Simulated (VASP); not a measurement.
Write the native input for VASP 6.6.1 that does the following.

- Task: relaxation of cell and atoms
- Functional: PBEsol
- Potentials or basis: VASP PAW PBE potentials, release 64 (Co, O)
- Cutoff: 600 eV
- k mesh: 9 × 9 × 6
- Occupations: gaussian, width 0.05 eV
- Spin: collinear spin, ferromagnetic start
- Starting moments: [2.0, 2.0, 0.0, 0.0] μB
- Hubbard terms: Co d U = 5 eV, J = 0.9 eV
- LDAUTYPE: 1
- Hund's J: 0.9
- Further INCAR settings: ALGO = Normal; EDIFF = 1e-06; IBRION = 2; EDIFFG = -0.01; NSW = 60; ISIF = 3

The structure of CoO lies in CoO.cif:

```cif
data_CoO
_cell_length_a 3.01600000
_cell_length_b 3.01600000
_cell_length_c 4.21449508
_cell_angle_alpha 90.00000000
_cell_angle_beta 90.00000000
_cell_angle_gamma 90.00000000
_space_group_name_H-M_alt 'I4/mmm'
_space_group_name_Hall '-I 4 2'
_space_group_IT_number 139
loop_
_space_group_symop_operation_xyz
'x,y,z'
'-x,-y,-z'
'-y,x,z'
'y,-x,-z'
'-x,-y,z'
'x,y,-z'
'y,-x,z'
'-y,x,-z'
'x,-y,-z'
'-x,y,z'
'-y,-x,-z'
'y,x,z'
'-x,y,-z'
'x,-y,z'
'y,x,-z'
'-y,-x,z'
'x+1/2,y+1/2,z+1/2'
'-x+1/2,-y+1/2,-z+1/2'
'-y+1/2,x+1/2,z+1/2'
'y+1/2,-x+1/2,-z+1/2'
'-x+1/2,-y+1/2,z+1/2'
'x+1/2,y+1/2,-z+1/2'
'y+1/2,-x+1/2,z+1/2'
'-y+1/2,x+1/2,-z+1/2'
'x+1/2,-y+1/2,-z+1/2'
'-x+1/2,y+1/2,z+1/2'
'-y+1/2,-x+1/2,-z+1/2'
'y+1/2,x+1/2,z+1/2'
'-x+1/2,y+1/2,-z+1/2'
'x+1/2,-y+1/2,z+1/2'
'y+1/2,x+1/2,-z+1/2'
'-y+1/2,-x+1/2,z+1/2'
loop_
_atom_site_label
_atom_site_type_symbol
_atom_site_symmetry_multiplicity
_atom_site_Wyckoff_symbol
_atom_site_fract_x
_atom_site_fract_y
_atom_site_fract_z
_atom_site_occupancy
Co1 Co 2 a 0.0000000000 0.0000000000 0.0000000000 1
O1 O 2 b 0.0000000000 0.0000000000 0.5000000000 1
```

The structure of CoO lies in POSCAR:

```
Co O 
 1.0000000000000000
     3.0160000000000000    0.0000000000000000    0.0000000000000000
     0.0000000000000000    3.0160000000000000    0.0000000000000000
     0.0000000000000000    0.0000000000000000    4.2144950799999998
 Co  O  
   2   2
Cartesian
  0.0000000000000000  0.0000000000000000  0.0000000000000000
  1.5080000000000000  1.5080000000000000  2.1072475399999999
  0.0000000000000000  0.0000000000000000  2.1072475399999999
  1.5080000000000000  1.5080000000000000  0.0000000000000000
```

The input as run:

INCAR

```
SYSTEM = CoO
PREC     = Accurate       ! precision mode
ENCUT    = 600            ! plane-wave cutoff, eV
EDIFF    = 1E-6           ! SCF threshold, eV
ISMEAR   = 0              ! smearing method
SIGMA    = 0.05           ! smearing width, eV
LREAL    = .FALSE.        ! projectors in reciprocal space
LASPH    = .TRUE.         ! aspherical terms in the spheres
NELM     = 120            ! most SCF steps
ALGO     = Normal         ! electronic algorithm
ISIF     = 3              ! what is computed and relaxed
LWAVE    = .FALSE.        ! write WAVECAR
LCHARG   = .FALSE.        ! write CHGCAR
ISPIN    = 2              ! spin polarisation
MAGMOM   = 2 2 0 0        ! initial moments
LORBIT   = 11             ! projections on sites
LMAXMIX  = 4              ! l up to which the mixer works
LDAU     = .TRUE.         ! DFT+U
LDAUTYPE = 1            
LDAUL    = 2 -1           ! shell
LDAUU    = 5 0            ! U, eV
LDAUJ    = 0.9 0        
LDAUPRINT= 1            
GGA      = PS             ! functional
IBRION   = 2              ! ionic algorithm
NSW      = 60             ! ionic steps
EDIFFG   = -0.01          ! ionic threshold
```

KPOINTS

```
Automatic mesh
0
G
  9 9 6
  0 0 0
```

Potentials or basis: VASP PAW PBE potentials, release 64 (Co, O).

Run with:

```sh
$ ase convert -i cif -o vasp CoO.cif POSCAR
$ cat potpaw_PBE.64/Co/POTCAR potpaw_PBE.64/O/POTCAR > POTCAR
$ mpirun -np 1 vasp_std > vasp.out
```

Results of the run:

- Relaxed volume: 9.20 Å³/atom
- Relaxed cell: a = 3.040 Å, b = 3.040 Å, c = 3.982 Å, α = 90.00°, β = 90.00°, γ = 90.00°
- Space group after relaxing (to 0.05 Å): I4/mmm (No. 139)
- Energy gained by relaxing: 27.4 meV/atom
- Ionic steps: 8
- Pressure after relaxing: 0.0 GPa
- Band gap on the k mesh: none (metal or under the smearing width)
- Net moment: 6.00 μB per cell
- Site moments: Co +2.76; O +0.23 μB
- Valence electrons inside the program's atomic spheres: Co 7.92; O 5.01

Caveat: the PAW data sets were made with another functional, which shifts forces and pressure a little.

Wall time 3.3 min on 1 thread of Intel(R) Xeon(R) 6975P-C (Granite Rapids), with other jobs on the host, peak memory 0.24 GiB.
